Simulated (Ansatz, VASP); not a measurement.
# One calculation of Cu, two programs

File INCAR:

```
PREC     = Accurate       # precision mode
ENCUT    = 520            # plane-wave cutoff, eV
EDIFF    = 1E-6           # SCF threshold, eV
ISMEAR   = 0              # smearing method
SIGMA    = 0.1            # smearing width, eV
LREAL    = F              # projectors in reciprocal space
LASPH    = T              # aspherical terms in the spheres
NELM     = 80             # most SCF steps
ALGO     = Fast           # electronic algorithm
ISIF     = 2              # what is computed and relaxed
LWAVE    = F              # write WAVECAR
LCHARG   = F              # write CHGCAR
NBANDS   = 12             # bands
```

KPOINTS

```
Automatic mesh
0
Gamma
  8 8 8
```

POSCAR

```
Cu
1.0
   -1.4427933200      1.4427933200      1.3760814500
    1.4427933200     -1.4427933200      1.3760814500
    1.4427933200      1.4427933200     -1.3760814500
Cu
1
Direct
    0.0000000000      0.0000000000      0.0000000000
```

Input for Ansatz:

```yaml
crystal:
  lattice:
    - [-1.44279332, 1.44279332, 1.37608145]
    - [1.44279332, -1.44279332, 1.37608145]
    - [1.44279332, 1.44279332, -1.37608145]
  atoms:
    - { symbol: Cu, position: [0.0, 0.0, 0.0] }
basis:
  ecutwfc: 420
kpoints:
  mp_grid: { grid: [8, 8, 8] }
hamiltonian:
  xc: lda
scf:
  occupations: { method: gaussian, width: 0.1 }
output:
  forces: true
  stress: true
  eigenvalues: true
```

This isn't the form of Cu at room conditions, which is fcc.

Alike in both runs: task single point; functional LDA; k mesh 8 × 8 × 8; occupations gaussian, width 0.1 eV; no spin polarisation.

|  | VASP | Ansatz |
| --- | --- | --- |
| version | VASP 6.6.1 | Ansatz 0.2.0 |
| potentials or method | VASP PAW LDA potentials, release 64 (Cu) | scalar-relativistic, plane waves, PAW |
| plane-wave cutoff (eV) | 520 | 420 |
| valence electrons in the cell | 11 | 19 |

VASP gave:

| Quantity | Value |
| --- | --- |
| gap on the k mesh at the Fermi level (eV) | none |
| pressure (GPa) | -6.6 |
| largest component of the traceless stress (GPa) | 0.07 |

Q: Estimate Ansatz's values.

A: gap on the k mesh at the Fermi level (eV): none; pressure (GPa): -7.6; largest component of the traceless stress (GPa): 0.08.

A gap of «none» marks a metal or a gap that the smearing closes. The two sets of potentials don't hold the same shells in valence.

Caveats: the k mesh is coarse (spacing up to 0.39 Å⁻¹), so the values aren't converged.
